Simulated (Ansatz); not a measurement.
# Ti (Fm-3m) in Ansatz: a series of runs

One crystal, Ti, is run at these levels: LDA; tasks: single point, equation of state.

Program: Ansatz 0.2.0. These are calculated values, not measurements. Logs are shortened: lines on timing, memory, paths and dates and some standing lists are left out, and cuts for length are marked.

## Step 1: Starting point

Symmetry: Fm-3m, No. 225, cubic system. Conventional cell: a = 4.060 Å, b = 4.060 Å, c = 4.060 Å, α = 90.00°, β = 90.00°, γ = 90.00°. Around Ti (site symmetry m-3m) lie 12 Ti at 2.87 Å.

This isn't the form of Ti at room conditions, which is hcp.

## Step 2: Single point, LDA, 15.73 Å³/atom (volume scaled by 0.94)

input.yaml

```yaml
crystal:
  lattice:
    - [0.0, 1.9885598007, 1.9885598007]
    - [1.9885598007, 0.0, 1.9885598007]
    - [1.9885598007, 1.9885598007, 0.0]
  atoms:
    - { symbol: Ti, position: [0.0, 0.0, 0.0] }
hamiltonian:
  xc: lda
  pseudopotentials: { kind: paw }
kpoints:
  mp_grid: { grid: [11, 11, 11] }
scf:
  occupations: { method: fermi_dirac, width: 0.05 }
output:
  forces: true
  stress: true
  eigenvalues: true
```

Potentials or basis: Ansatz PAW.

Command:

```console
$ ansatz run input.yaml --threads 2 --pin off --max-ram 5632MiB --backend cpu --events-out ev --progress --plain --runs-dir out
```

Standard output:

```text
Warning: RAYON_NUM_THREADS=2 ignored (pool sized by the plan → 2); use --threads N
Engine: ansatz 0.2.0, aarch64-unknown-linux-gnu
Pseudopotentials: kind: paw
Pseudopotential: Ti, paw, valence charge 12, recommended cutoff 420 eV (normal), Ti.paw.azcp
Functional definition: SPW92
  exchange = slater_x
  correlation = pw_c
Crystal: 1 atoms, lattice volume = 15.727 Å³
Basis set: ecut = 420 eV, 331 PW (Γ)
Bands: 10, of which v1, the nominal top of the filled ones, is band 6 counted from 1 (5 counted from 0)
Symmetry: 48 space group operations
Space group: Fm-3m (ITA 225), of the structure as read, at distance tolerance 2.5e-5 Å
k-points: 56 of 1331
Non-local potential: Ti, projectors of the file, l = 0: 3, l = 1: 2, l = 2: 3, l = 3: 1
PAW form: soft (Blöchl's): semilocal exchange-correlation on the pseudo side does not see the compensation charge
PAW frozen core: Ti, regenerated for the run's functional, and the local potential with it (the file was generated under x = pbe(κ = 0.804, μ = 0.2195149727645171), c = pbe(β = 0.06672455060314922))
PAW one-centre angular grid: Ti, 590 points (default); XC on 64 Gauss nodes
Initial density: superposition of atomic densities (neutral atoms: chi_scale 0, normalization atom), corrected by the library's trained network
Initial wavefunctions: pseudopotential atomic-orbital guess
Functional: x = slater, c = lda
SCF iter   1: F=—  HF=-2450.260669 eV  |F-HF|=—  |Δ(HF+E_count)|=         —  Δρ=5.77e-3  dr2=1.93e-3  ethr=1.77e-3  ⟨swp⟩=4.4  Hψ=2966  notcnv=0
preconditioner: auto → none  [metal: Δε(μ)=0.127 eV  Ē_g=4.531 eV  σ=0.050 eV  W_gap=0.49  n_scr=0 (ndim 8)  ℏωp=18.7 eV  f_vac=0.000  D(μ)=0.83/eV (n_scr^D=8)]
SCF iter   2: F=—  HF=-2450.260341 eV  |F-HF|=—  |Δ(HF+E_count)|=   3.28e-4  Δρ=2.48e-3  dr2=3.83e-4  ethr=1.61e-5  ⟨swp⟩=2.2  Hψ=1157  notcnv=0
SCF iter   3: F=—  HF=-2450.260383 eV  |F-HF|=—  |Δ(HF+E_count)|=   4.15e-5  Δρ=9.20e-4  dr2=7.81e-5  ethr=3.19e-6  ⟨swp⟩=1.9  Hψ=641  notcnv=0
SCF iter   4: F=—  HF=-2450.260364 eV  |F-HF|=—  |Δ(HF+E_count)|=   1.84e-5  Δρ=5.42e-5  dr2=1.34e-7  ethr=6.51e-7  ⟨swp⟩=2.9  Hψ=897  notcnv=0
iter 5 did not close the SCF: its close was put off for the readings that it lacked (scf_convergence_deferred on its scf_iter line)
SCF iter   5: F=-2450.260364 eV  HF=-2450.260364 eV  |F-HF|=2.22e-9  |Δ(HF+E_count)|=   1.73e-8  Δρ=5.30e-6  dr2=3.53e-9  ethr=1.11e-9  ⟨swp⟩=2.9  Hψ=921  notcnv=0
SCF iter   6: F=-2450.260364 eV  HF=-2450.260364 eV  |F-HF|=5.00e-12  |Δ(HF+E_count)|=   1.20e-9  Δρ=4.71e-7  dr2=6.95e-12  ethr=2.94e-11  ⟨swp⟩=1.9  Hψ=1571  notcnv=0
SCF 1 converged in 6 iterations: F = -2450.260364 eV  dr2 = 6.95e-12
SCF converged after 6 iterations
Free energy (F): -2450.260364 eV
Harris-Foulkes:  -2450.260364 eV  (|F-HF|=5.00e-12)
Internal energy: -2450.252241 eV  (E = F + TS)
E sigma→0 (E₀):  -2450.256303 eV
Entropy (-TS):   -0.008123 eV (-8.123 meV/atom)
Fermi energy:    14.580269 eV
--- Per-component energies (eV) ---
  E_band       = -137.369182
  E_kinetic    = 275.028190
  E_local      = -762.228602  (includes V_loc(G=0)·N_el)
  E_nonlocal   = 12.489841
  E_hartree    = 316.212626
  E_xc         = -97.377518
  E_vxc        = -122.580685  (∫ρ·V_xc dr)
  E_paw        = -999.499169  (= ΣΔE_a)
  E_vpaw       = -172.503267  (= ΣTr[D̂ρ^β])
  E_aug_tail   = 0.000115  (compensation charges beyond the density's cutoff)
  E_ewald      = -1195.203676
  E_core_change = 0.325950  (= ΣΔE_core)
  E_smearing   = -0.008123  (= −TS)
  E_closure    = 0.000000  (closes the sum)
  Σ components = -2450.260364   (vs F -2450.260364, Δ=0.00e0)
--- Forces (eV/Å), atoms counted from 1 ---
  atom   1  Ti    -0.00000000    -0.00000000    -0.00000000
  max |Σ_I F_I| component: 9.45e-32 eV/Å
--- Stress (GPa, compression-positive) ---
        2.135090      -0.000000       0.000000
        0.000000       2.135090       0.000000
       -0.000000       0.000000       2.135090
  P = ⅓ Tr σ = 2.1351 GPa (21.351 kbar)
--- Band table (eV; the first three rows and the last of 56) ---
  k-point 0: bands = ["-41.3519", "-17.3817", "-17.3817", "-17.3817", "8.3783", "15.4934", "15.4934", "15.4934", "17.3413", "17.3413"]
  k-point 1: bands = ["-41.3368", "-17.4605", "-17.3913", "-17.3913", "8.6699", "15.3117", "15.5994", "15.5994", "17.2733", "17.2733"]
  k-point 2: bands = ["-41.2962", "-17.6689", "-17.4168", "-17.4168", "9.4771", "14.9029", "15.7840", "15.7840", "17.2292", "17.2292"]
  k-point 55: bands = ["-41.0981", "-18.0225", "-17.9715", "-17.7053", "12.8526", "13.8552", "14.4670", "16.9567", "18.8268", "23.6435"]
```

It took 0.42 s on 2 threads of Arm Neoverse V2, shared host; peak memory 0.25 GiB.

Results:

| Quantity | Value |
| --- | --- |
| Free energy | -2450.2604 eV |
| Pressure | 2.1 GPa |
| Band gap on the k mesh | none (metal or under the smearing width) |

Caveat: the PAW data sets come from PBE, with cores solved anew for the run's functional, which leaves a small shift of forces and pressure.

## Step 3: Single point, LDA, 16.06 Å³/atom (volume scaled by 0.96)

Edit input.yaml of step 2 so:

```diff
@@ -2,5 +2,5 @@
   lattice:
-    - [0.0, 1.9885598007, 1.9885598007]
-    - [1.9885598007, 0.0, 1.9885598007]
-    - [1.9885598007, 1.9885598007, 0.0]
+    - [0.0, 2.0025642044, 2.0025642044]
+    - [2.0025642044, 0.0, 2.0025642044]
+    - [2.0025642044, 2.0025642044, 0.0]
   atoms:
```

Potentials or basis: Ansatz PAW.

Command:

```console
$ ansatz run input.yaml --threads 2 --pin off --max-ram 5632MiB --backend cpu --events-out ev --progress --plain --runs-dir out
```

Run time: 0.42 s. Hardware: 2 threads of Arm Neoverse V2, shared host; peak memory 0.25 GiB.

The run converged. Its results:

```yaml
Free_energy: -2450.2620 eV
Pressure: -0.5 GPa
Band_gap_on_the_k_mesh: none (metal or under the smearing width)
```

Caveat: the PAW data sets come from PBE, with cores solved anew for the run's functional, which leaves a small shift of forces and pressure.

## Step 4: Single point, LDA, 16.40 Å³/atom (volume scaled by 0.98)

Edit input.yaml of step 3 so:

```diff
@@ -2,5 +2,5 @@
   lattice:
-    - [0.0, 2.0025642044, 2.0025642044]
-    - [2.0025642044, 0.0, 2.0025642044]
-    - [2.0025642044, 2.0025642044, 0.0]
+    - [0.0, 2.0163754284, 2.0163754284]
+    - [2.0163754284, 0.0, 2.0163754284]
+    - [2.0163754284, 2.0163754284, 0.0]
   atoms:
```

Command:

```console
$ ansatz run input.yaml --threads 2 --pin off --max-ram 5632MiB --backend cpu --events-out ev --progress --plain --runs-dir out
```

Wall time 0.42 s (2 threads of Arm Neoverse V2, shared host); peak memory 0.25 GiB.

Results (log left out):

```
Free energy            : -2450.2583 eV
Pressure               : -2.9 GPa
Band gap on the k mesh : none (metal or under the smearing width)
```

Caveat: the PAW data sets come from PBE, with cores solved anew for the run's functional, which leaves a small shift of forces and pressure.

## Step 5: Single point, LDA, 16.73 Å³/atom

Edit input.yaml of step 4 so:

```diff
@@ -2,5 +2,5 @@
   lattice:
-    - [0.0, 2.0163754284, 2.0163754284]
-    - [2.0163754284, 0.0, 2.0163754284]
-    - [2.0163754284, 2.0163754284, 0.0]
+    - [0.0, 2.03, 2.03]
+    - [2.03, 0.0, 2.03]
+    - [2.03, 2.03, 0.0]
   atoms:
```

Command:

```console
$ ansatz run input.yaml --threads 2 --pin off --max-ram 5632MiB --backend cpu --events-out ev --progress --plain --runs-dir out
```

Run time: 0.42 s. Hardware: 2 threads of Arm Neoverse V2, shared host; peak memory 0.25 GiB.

The run converged. Its results:

```yaml
Free_energy: -2450.2499 eV
Pressure: -5.1 GPa
Band_gap_on_the_k_mesh: none (metal or under the smearing width)
```

Caveat: the PAW data sets come from PBE, with cores solved anew for the run's functional, which leaves a small shift of forces and pressure.

## Step 6: Single point, LDA, 17.07 Å³/atom (volume scaled by 1.02)

Edit input.yaml of step 5 so:

```diff
@@ -2,5 +2,5 @@
   lattice:
-    - [0.0, 2.03, 2.03]
-    - [2.03, 0.0, 2.03]
-    - [2.03, 2.03, 0.0]
+    - [0.0, 2.0434441004, 2.0434441004]
+    - [2.0434441004, 0.0, 2.0434441004]
+    - [2.0434441004, 2.0434441004, 0.0]
   atoms:
```

Potentials or basis: Ansatz PAW.

Command:

```console
$ ansatz run input.yaml --threads 2 --pin off --max-ram 5632MiB --backend cpu --events-out ev --progress --plain --runs-dir out
```

Run time: 0.43 s. Hardware: 2 threads of Arm Neoverse V2, shared host; peak memory 0.25 GiB.

The run converged. Its results:

- Free energy: -2450.2370 eV
- Pressure: -7.1 GPa
- Band gap on the k mesh: none (metal or under the smearing width)

Caveat: the PAW data sets come from PBE, with cores solved anew for the run's functional, which leaves a small shift of forces and pressure.

## Step 7: Single point, LDA, 17.40 Å³/atom (volume scaled by 1.04)

Edit input.yaml of step 6 so:

```diff
@@ -2,5 +2,5 @@
   lattice:
-    - [0.0, 2.0434441004, 2.0434441004]
-    - [2.0434441004, 0.0, 2.0434441004]
-    - [2.0434441004, 2.0434441004, 0.0]
+    - [0.0, 2.0567135898, 2.0567135898]
+    - [2.0567135898, 0.0, 2.0567135898]
+    - [2.0567135898, 2.0567135898, 0.0]
   atoms:
```

Command:

```console
$ ansatz run input.yaml --threads 2 --pin off --max-ram 5632MiB --backend cpu --events-out ev --progress --plain --runs-dir out
```

Wall time 0.43 s (2 threads of Arm Neoverse V2, shared host); peak memory 0.25 GiB.

Results (log left out):

```yaml
Free_energy: -2450.2202 eV
Pressure: -8.9 GPa
Band_gap_on_the_k_mesh: none (metal or under the smearing width)
```

Caveat: the PAW data sets come from PBE, with cores solved anew for the run's functional, which leaves a small shift of forces and pressure.

## Step 8: Single point, LDA, 17.73 Å³/atom (volume scaled by 1.06)

Edit input.yaml of step 7 so:

```diff
@@ -2,5 +2,5 @@
   lattice:
-    - [0.0, 2.0567135898, 2.0567135898]
-    - [2.0567135898, 0.0, 2.0567135898]
-    - [2.0567135898, 2.0567135898, 0.0]
+    - [0.0, 2.0698140295, 2.0698140295]
+    - [2.0698140295, 0.0, 2.0698140295]
+    - [2.0698140295, 2.0698140295, 0.0]
   atoms:
```

Command:

```console
$ ansatz run input.yaml --threads 2 --pin off --max-ram 5632MiB --backend cpu --events-out ev --progress --plain --runs-dir out
```

Wall time 0.43 s (2 threads of Arm Neoverse V2, shared host); peak memory 0.25 GiB.

The run converged. Its results:

```
Free energy            : -2450.1999 eV
Pressure               : -10.6 GPa
Band gap on the k mesh : none (metal or under the smearing width)
```

Caveat: the PAW data sets come from PBE, with cores solved anew for the run's functional, which leaves a small shift of forces and pressure.

## Step 9: Equation of state, LDA

Potentials or basis: Ansatz PAW.

This step only gathers the single runs of the series.

Results:

| Item | Value |
| --- | --- |
| Equilibrium volume | 15.99 Å³/atom |
| Bulk modulus | 123 GPa |
| Pressure derivative of the bulk modulus | 3.6 |

Energy against volume, from the lowest point:
| volume (Å³/atom) | energy (meV/atom) |
| --- | --- |
| 15.727 | 1.63 |
| 16.062 | 0.00 |
| 16.396 | 3.67 |
| 16.731 | 12.14 |
| 17.065 | 24.96 |
| 17.400 | 41.75 |
| 17.735 | 62.14 |

LDA usually gives volumes a few per cent too small. Zero-point motion and thermal expansion aren't in these numbers.
